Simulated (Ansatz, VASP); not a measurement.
## One calculation of NaH, two programs

The input INCAR:

```
SYSTEM = NaH
PREC     = Accurate       ! precision mode
ENCUT    = 520            ! plane-wave cutoff, eV
EDIFF    = 1E-6           ! SCF threshold, eV
ISMEAR   = 0              ! smearing method
SIGMA    = 0.05           ! smearing width, eV
LREAL    = .FALSE.        ! projectors in reciprocal space
LASPH    = .TRUE.         ! aspherical terms in the spheres
NELM     = 80             ! most SCF steps
ALGO     = Normal         ! electronic algorithm
ISIF     = 2              ! what is computed and relaxed
LWAVE    = .FALSE.        ! write WAVECAR
LCHARG   = .FALSE.        ! write CHGCAR
NBANDS   = 11             ! bands
```

KPOINTS

```
regular mesh
0
G
  8 8 8
  0 0 0
```

POSCAR

```
NaH
1.0
    0.0000000000      2.4766000000      2.3668000000
    2.4766000000      0.0000000000      2.3668000000
    2.4766000000      2.4766000000      0.0000000000
Na H
1 1
Direct
    0.0000000000      0.0000000000      0.0000000000
    0.5000000000      0.5000000000      0.5000000000
```

Input for Ansatz:

```yaml
crystal:
  lattice:
    - [0.0, 2.4766, 2.3668]
    - [2.4766, 0.0, 2.3668]
    - [2.4766, 2.4766, 0.0]
  atoms:
    - { symbol: Na, position: [0.0, 0.0, 0.0] }
    - { symbol: H, position: [0.5, 0.5, 0.5] }
basis:
  ecutwfc: 420
kpoints:
  mp_grid: { grid: [8, 8, 8] }
hamiltonian:
  xc: lda
scf:
  occupations: { method: gaussian, width: 0.05 }
output:
  forces: true
  stress: true
  eigenvalues: true
```

Change from the starting cell: strain +0.015 along x and y, -0.030 along z, atoms carried along.

Alike in both runs: task single point; functional LDA; k mesh 8 × 8 × 8; occupations gaussian, width 0.05 eV; no spin polarisation.

```csv
,VASP,Ansatz
version,VASP 6.6.1,Ansatz 0.2.0
potentials or method,"VASP PAW LDA potentials, release 64 (Na_pv, H)","scalar-relativistic, plane waves, PAW"
plane-wave cutoff (eV),520,420
valence electrons in the cell,8,10
```

|  | VASP | Ansatz | Ansatz less VASP |
| --- | --- | --- | --- |
| gap on the k mesh at the Fermi level (eV) | 3.36 | 3.36 | +0.001 |
| least direct gap on the mesh (eV) | 4.27 | 4.27 | +0.003 |
| pressure (GPa) | -2.6 | -2.5 | +0.06 |
| largest component of the traceless stress (GPa) | 0.77 | 0.76 | -0.008 |

The two sets of potentials don't hold the same shells in valence.

A k mesh can miss the band edges.
